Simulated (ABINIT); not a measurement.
# Ge (P6_3/mmc) in ABINIT: reference runs

How does Ge come out in PBEsol? The cell is run as given.

All numbers are computed with ABINIT 10.8.3 (patched build); they aren't measurements. Logs are shortened: lines on timing, memory, paths and dates and some standing lists are left out, and cuts for length are marked. The log counts tension as positive stress, the text compression.

### Step 1. The structure

Symmetry: P6_3/mmc, No. 194, hexagonal system. The conventional cell has a = 3.998 Å, b = 3.998 Å, c = 6.599 Å, α = 90.00°, β = 90.00°, γ = 120.00°. Ge (site symmetry 3m) has 4 Ge at 2.45 to 2.47 Å as nearest neighbours.

This isn't the form of Ge at room conditions, which is diamond.

### Step 2. Single point, PBEsol

run.abi

```
pp_dirpath "./"
pseudos "Ge.upf"

acell 3*1.0 Angstrom
rprim
     3.9975858431     0.0000000000     0.0000000000
    -1.9987929216     3.4620108940     0.0000000000
     0.0000000000     0.0000000000     6.5993779500
ntypat 1
znucl 32
natom 4
typat 1 1 1 1
xred
     0.3333333333     0.6666666667     0.9370987500
     0.6666666667     0.3333333333     0.4370987500
     0.3333333333     0.6666666667     0.5629012500
     0.6666666667     0.3333333333     0.0629012500

ecut 39.0

kptopt 1
ngkpt 8 8 4
nshiftk 1
shiftk 0.0 0.0 0.0

ixc -116133

nband 34
occopt 3
tsmear 0.05 eV

nstep 100
tolvrs 1.0e-10

iomode 3
prtwf 0
prtden 0
prteig 0
prtebands 0
enunit 1
```

Potentials or basis: PseudoDojo NC SR PBEsol v0.4.1 standard.

Started as:

```console
$ abinit run.abi > log 2>&1
```

run.abo:

```text
.Version 10.8.3 of ABINIT
 Symmetries : space group P6_3/m m c (#194); Bravais hP (primitive hexag.)
================================================================================
 Values of the parameters that define the memory need of the present run
     intxc =       0    ionmov =       0      iscf =       7    lmnmax =       6
     lnmax =       6     mgfft =      72  mpssoang =       3    mqgrid =    3506
     natom =       4  nloc_mem =       1    nspden =       1   nspinor =       1
    nsppol =       1      nsym =      24    n1xccc =    2501    ntypat =       1
    occopt =       3   xclevel =       2
       mpw =        7223          nfft =      145800          nkpt =          30
================================================================================
================================================================================

--------------------------------------------------------------------------------
------------- Echo of variables that govern the present computation ------------
--------------------------------------------------------------------------------
 -outvars: echo values of preprocessed input variables --------
            acell      1.8897261259E+00  1.8897261259E+00  1.8897261259E+00 Bohr
              amu      7.26100000E+01
             ecut      3.90000000E+01 Hartree
           enunit           1
              ixc     -116133
         kptrlatt        8    0    0      0    8    0      0    0    4
          kptrlen      4.98840677E+01
            natom           4
            nband          34
            ngfft          45      45      72
             nkpt          30
            nstep         100
             nsym          24
           ntypat           1
           occopt           3
           prtden           0
        prtebands           0
           prteig           0
            prtwf           0
            rprim      3.9975858431E+00  0.0000000000E+00  0.0000000000E+00
                      -1.9987929216E+00  3.4620108940E+00  0.0000000000E+00
                       0.0000000000E+00  0.0000000000E+00  6.5993779500E+00
          spgroup         194
           tolvrs      1.00000000E-10
           tsmear      1.83746611E-03 Hartree
            typat      1  1  1  1
           xangst     -3.3333577440E-11  2.3080072627E+00  6.1842688277E+00
                       1.9987929215E+00  1.1540036313E+00  2.8845798527E+00
                      -3.3333577440E-11  2.3080072627E+00  3.7147980973E+00
                       1.9987929215E+00  1.1540036313E+00  4.1510912228E-01
            xcart     -6.2991332158E-11  4.3615016230E+00  1.1686574373E+01
                       3.7771712041E+00  2.1807508115E+00  5.4510659100E+00
                      -6.2991332158E-11  4.3615016230E+00  7.0199510169E+00
                       3.7771712041E+00  2.1807508115E+00  7.8444255347E-01
             xred      3.3333333333E-01  6.6666666667E-01  9.3709875000E-01
                       6.6666666667E-01  3.3333333333E-01  4.3709875000E-01
                       3.3333333333E-01  6.6666666667E-01  5.6290125000E-01
                       6.6666666667E-01  3.3333333333E-01  6.2901250000E-02
            znucl       32.00000

================================================================================

 chkinp: Checking input parameters for consistency.

================================================================================
== DATASET  1 ==================================================================

--- !DatasetInfo
iteration_state: {dtset: 1, }
dimensions: {natom: 4, nkpt: 30, mband: 34, nsppol: 1, nspinor: 1, nspden: 1, mpw: 7223, }
cutoff_energies: {ecut:  39.0, pawecutdg:  -1.0, }
electrons: {nelect:   5.60000000E+01, charge:   0.00000000E+00, occopt:   3.00000000E+00, tsmear:   1.83746611E-03, }
meta: {optdriver: 0, ionmov: 0, optcell: 0, iscf: 7, paral_kgb: 0, }
...

 Real(R)+Recip(G) space primitive vectors, cartesian coordinates (Bohr,Bohr^-1):
 R(1)=  7.5543424  0.0000000  0.0000000  G(1)=  0.1323742  0.0764263  0.0000000
 R(2)= -3.7771712  6.5422524  0.0000000  G(2)=  0.0000000  0.1528526  0.0000000
 R(3)=  0.0000000  0.0000000 12.4710169  G(3)=  0.0000000  0.0000000  0.0801859
 Unit cell volume ucvol=  6.1634777E+02 bohr^3
 Angles (23,13,12)=  9.00000000E+01  9.00000000E+01  1.20000000E+02 degrees

 getcut: wavevector=  0.0000  0.0000  0.0000  ngfft=  45  45  72
         ecut(hartree)=     39.000   => boxcut(ratio)=   2.05368

--- Pseudopotential description ------------------------------------------------
- pspini: atom type   1  psp file is ./Ge.upf
12 -116133 2 -1 1560                          pspcod,pspxc,lmax,lloc,mmax
     nproj     2     2     2

   6.91432303E+03                                ecore*ucvol(ha*bohr**3)
--------------------------------------------------------------------------------

================================================================================

--- !BeginCycle
iteration_state: {dtset: 1, }
solver: {iscf: 7, nstep: 100, nline: 4, wfoptalg: 0, }
tolerances: {tolvrs: 1.00E-10, }
...

     iter   Etot(hartree)      deltaE(h)  residm     vres2
 ETOT  1  -351.82153356014    -3.518E+02 7.543E-01 6.630E+02
 ETOT  2  -356.63483066981    -4.813E+00 6.533E-02 9.211E+02
 ETOT  3  -356.77116343261    -1.363E-01 9.746E-02 2.072E+02
 ETOT  4  -356.78079841834    -9.635E-03 5.483E-03 1.478E+02
 ETOT  5  -356.80367695541    -2.288E-02 2.225E-03 3.849E+00
 ETOT  6  -356.80423128376    -5.543E-04 6.080E-04 2.663E-01
 ETOT  7  -356.80427204145    -4.076E-05 3.405E-04 2.052E-03
 ETOT  8  -356.80427234951    -3.081E-07 2.370E-04 2.027E-04
 ETOT  9  -356.80427238279    -3.328E-08 7.292E-05 5.935E-07
 ETOT 10  -356.80427238287    -7.742E-11 9.988E-05 9.251E-09
 ETOT 11  -356.80427238287     1.705E-12 1.769E-05 3.424E-10
 ETOT 12  -356.80427238288    -8.356E-12 4.103E-05 1.333E-11

 At SCF step   12       vres2   =  1.33E-11 < tolvrs=  1.00E-10 =>converged.

 Cartesian components of stress tensor (hartree/bohr^3)
  sigma(1 1)= -2.29943466E-06  sigma(3 2)=  0.00000000E+00
  sigma(2 2)= -2.29943535E-06  sigma(3 1)=  0.00000000E+00
  sigma(3 3)=  8.24575295E-06  sigma(2 1)=  2.62839002E-13

--- !ResultsGS
iteration_state: {dtset: 1, }
comment   : Summary of ground state results
lattice_vectors:
- [  7.5543424,   0.0000000,   0.0000000, ]
- [ -3.7771712,   6.5422524,   0.0000000, ]
- [  0.0000000,   0.0000000,  12.4710169, ]
lattice_lengths: [   7.55434,    7.55434,   12.47102, ]
lattice_angles: [ 90.000,  90.000, 120.000, ] # degrees, (23, 13, 12)
lattice_volume:   6.1634777E+02
convergence: {deltae: -8.356E-12, res2:  1.333E-11, residm:  4.103E-05, diffor: null, }
etotal    :  -3.56804272E+02
entropy   :   0.00000000E+00
fermie    :   1.42784676E-01
cartesian_stress_tensor: # hartree/bohr^3
- [ -2.29943466E-06,   2.62839002E-13,   0.00000000E+00, ]
- [  2.62839002E-13,  -2.29943535E-06,   0.00000000E+00, ]
- [  0.00000000E+00,   0.00000000E+00,   8.24575295E-06, ]
pressure_GPa:  -3.5765E-02
xred      :
- [  3.3333E-01,   6.6667E-01,   9.3710E-01, Ge]
- [  6.6667E-01,   3.3333E-01,   4.3710E-01, Ge]
- [  3.3333E-01,   6.6667E-01,   5.6290E-01, Ge]
- [  6.6667E-01,   3.3333E-01,   6.2901E-02, Ge]
cartesian_forces: # hartree/bohr
- [ -8.55448189E-28,  -7.40839864E-28,  -1.04965964E-04, ]
- [  1.42574698E-28,   1.64631081E-28,  -1.04965964E-04, ]
- [ -1.42574698E-27,  -1.72862635E-27,   1.04965964E-04, ]
- [  2.13862047E-27,   2.30483513E-27,   1.04965964E-04, ]
force_length_stats: {min:   1.04965964E-04, max:   1.04965964E-04, mean:   1.04965964E-04, }
...

 Integrated electronic density in atomic spheres:
 ------------------------------------------------
 Atom  Sphere_radius  Integrated_density
    1        2.00000         11.55841459
    2        2.00000         11.55841459
    3        2.00000         11.55841459
    4        2.00000         11.55841459
================================================================================

 ----iterations are completed or convergence reached----

 Mean square residual over all n,k,spin=   77.567E-09; max=  41.026E-06
 reduced coordinates (array xred) for    4 atoms
       0.333333333333      0.666666666667      0.937098750000
       0.666666666667      0.333333333333      0.437098750000
       0.333333333333      0.666666666667      0.562901250000
       0.666666666667      0.333333333333      0.062901250000
 rms dE/dt=  7.5577E-04; max dE/dt=  1.3090E-03; dE/dt below (all hartree)
    1       0.000000000000     -0.000000000000      0.001309032318
    2       0.000000000000     -0.000000000000      0.001309032318
    3       0.000000000000      0.000000000000     -0.001309032318
    4      -0.000000000000     -0.000000000000     -0.001309032318

 cartesian coordinates (angstrom) at end:
    1     -0.00000000003333     2.30800726266667     6.18426882772256
    2      1.99879292153333     1.15400363133333     2.88457985272256
    3     -0.00000000003333     2.30800726266667     3.71479809727744
    4      1.99879292153333     1.15400363133333     0.41510912227744

 cartesian forces (hartree/bohr) at end:
    1     -0.00000000000000    -0.00000000000000    -0.00010496596431
    2      0.00000000000000     0.00000000000000    -0.00010496596431
    3     -0.00000000000000    -0.00000000000000     0.00010496596431
    4      0.00000000000000     0.00000000000000     0.00010496596431
 frms,max,avg= 6.0602128E-05 1.0496596E-04   0.000E+00  0.000E+00  0.000E+00 h/b

 cartesian forces (eV/Angstrom) at end:
    1     -0.00000000000000    -0.00000000000000    -0.00539756690315
    2      0.00000000000000     0.00000000000000    -0.00539756690315
    3     -0.00000000000000    -0.00000000000000     0.00539756690315
    4      0.00000000000000     0.00000000000000     0.00539756690315
 frms,max,avg= 3.1162867E-03 5.3975669E-03   0.000E+00  0.000E+00  0.000E+00 e/A
 length scales=  1.889726125908  1.889726125908  1.889726125908 bohr
              =  1.000000000000  1.000000000000  1.000000000000 angstroms
 Fermi (or HOMO) energy (eV) =   3.88537   Average Vxc (eV)= -10.19888
 Eigenvalues (   eV  ) for nkpt=  30  k points:
 kpt#   1, nband= 34, wtk=  0.00391, kpt=  0.0000  0.0000  0.0000 (reduced coord)
 -21.03475  -21.03475  -20.99688  -20.99667  -20.99667  -20.98382  -20.97142  -20.97142
 -20.91940  -20.91940  -20.79574  -20.79574  -20.78234  -20.76669  -20.76212  -20.76212
 -20.74489  -20.74489  -20.71480  -20.71480   -8.89953   -6.85565   -3.73873    2.41343
   2.41343    3.73486    3.75287    3.84389    4.01415    4.01415    6.13828    6.13828
   6.62536    8.42797
 prteigrs : prtvol=0 or 1, do not print more k-points.

--- !EnergyTerms
iteration_state     : {dtset: 1, }
comment             : Components of total free energy in Hartree
kinetic             :  2.67950110685480E+02
hartree             :  1.11198343572598E+02
xc                  : -8.63754345217176E+01
Ewald energy        : -1.96672286967369E+02
psp_core            :  1.12182169176457E+01
local_psp           : -2.75458774865610E+02
non_local_psp       : -1.88664399128375E+02
internal            : -3.56804224307349E+02
'-kT*entropy'       : -4.80755256974726E-05
total_energy        : -3.56804272382875E+02
total_energy_eV     : -9.70913887002662E+03
band_energy         : -3.17292618126405E+01
...

 Cartesian components of stress tensor (hartree/bohr^3)
  sigma(1 1)= -2.29943466E-06  sigma(3 2)=  0.00000000E+00
  sigma(2 2)= -2.29943535E-06  sigma(3 1)=  0.00000000E+00
  sigma(3 3)=  8.24575295E-06  sigma(2 1)=  2.62839002E-13

-Cartesian components of stress tensor (GPa)         [Pressure= -3.5765E-02 GPa]
- sigma(1 1)= -6.76517033E-02  sigma(3 2)=  0.00000000E+00
- sigma(2 2)= -6.76517238E-02  sigma(3 1)=  0.00000000E+00
- sigma(3 3)=  2.42598428E-01  sigma(2 1)=  7.73299042E-09

== END DATASET(S) ==============================================================
================================================================================

 -outvars: echo values of variables after computation  --------
            acell      1.8897261259E+00  1.8897261259E+00  1.8897261259E+00 Bohr
           etotal     -3.5680427238E+02
            fcart     -8.5544818944E-28 -7.4083986368E-28 -1.0496596431E-04
                       1.4257469824E-28  1.6463108082E-28 -1.0496596431E-04
                      -1.4257469824E-27 -1.7286263486E-27  1.0496596431E-04
                       2.1386204736E-27  2.3048351314E-27  1.0496596431E-04
            rprim      3.9975858431E+00  0.0000000000E+00  0.0000000000E+00
                      -1.9987929216E+00  3.4620108940E+00  0.0000000000E+00
                       0.0000000000E+00  0.0000000000E+00  6.5993779500E+00
           strten     -2.2994346563E-06 -2.2994353541E-06  8.2457529529E-06
                       0.0000000000E+00  0.0000000000E+00  2.6283900207E-13
           xangst     -3.3333577440E-11  2.3080072627E+00  6.1842688277E+00
                       1.9987929215E+00  1.1540036313E+00  2.8845798527E+00
                      -3.3333577440E-11  2.3080072627E+00  3.7147980973E+00
                       1.9987929215E+00  1.1540036313E+00  4.1510912228E-01
             xred      3.3333333333E-01  6.6666666667E-01  9.3709875000E-01
                       6.6666666667E-01  3.3333333333E-01  4.3709875000E-01
                       3.3333333333E-01  6.6666666667E-01  5.6290125000E-01
                       6.6666666667E-01  3.3333333333E-01  6.2901250000E-02
 Calculation completed.
```

Run time: 5.1 min. Hardware: 1 thread of Arm Neoverse V1, shared host; peak memory 0.2 GiB.

Results:

| Property | Result |
| --- | --- |
| Free energy | -9709.1389 eV |
| Pressure | 0.0 GPa |
| Largest force | 0.005 eV/Å |
| Band gap on the k mesh | 0.11 eV, indirect (least direct gap 0.17 eV) |
| Valence electrons inside the program's atomic spheres | Ge 11.56 (radii [1.0584] Å) |

Forces on the atoms (eV/Å):
```
Ge   0.000  0.000 -0.005
Ge   0.000  0.000 -0.005
Ge   0.000  0.000  0.005
Ge   0.000  0.000  0.005
```
